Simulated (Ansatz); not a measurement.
**Which way does LiCl + NaF ⇌ LiF + NaCl run?**

Plane-wave DFT in Ansatz with scalar-relativistic PAW potentials, cutoff 420 eV, Γ-centred meshes chosen by cell and gap, Gaussian smearing with energies taken to zero width. Every cell was relaxed (cell and atoms) in a run of its own, within the symmetry of its start. Functional: PBEsol.

Total energies hold large constants for each element; a whole number of eV per atom of each element is taken off below, which cancels in a balanced reaction.

| compound | lowest structure computed | structures tried | V (Å³/atom) | gap on mesh (eV) | E (eV per formula unit, common shift removed) |
| --- | --- | --- | --- | --- | --- |
| LiCl | Fm-3m | 2 | 16.22 | 6.35 | -3.4814 |
| NaF | Fm-3m | 1 | 12.40 | 6.20 | -4.9224 |
| LiF | Fm-3m | 2 | 8.05 | 9.05 | -5.5567 |
| NaCl | Fm-3m | 2 | 21.98 | 5.01 | -3.2867 |

**Question.** Work out the reaction energy at 0 K.

**Answer.** ΔE = E(LiF) + E(NaCl) − E(LiCl) − E(NaF) = -0.440 eV, or -42 kJ per mole of reaction (-110 meV/atom). The right side is lower: Li takes F and Na takes Cl. The smaller cation ends with the smaller anion, the pairing that gives the greater sum of ionic lattice energies, which go as 1/(r₊ + r₋). All four are computed as solids; where they are solids at ordinary conditions entropy changes little. A lower structure that wasn't tried would shift the value, and mixed crystals may lie lower than either side.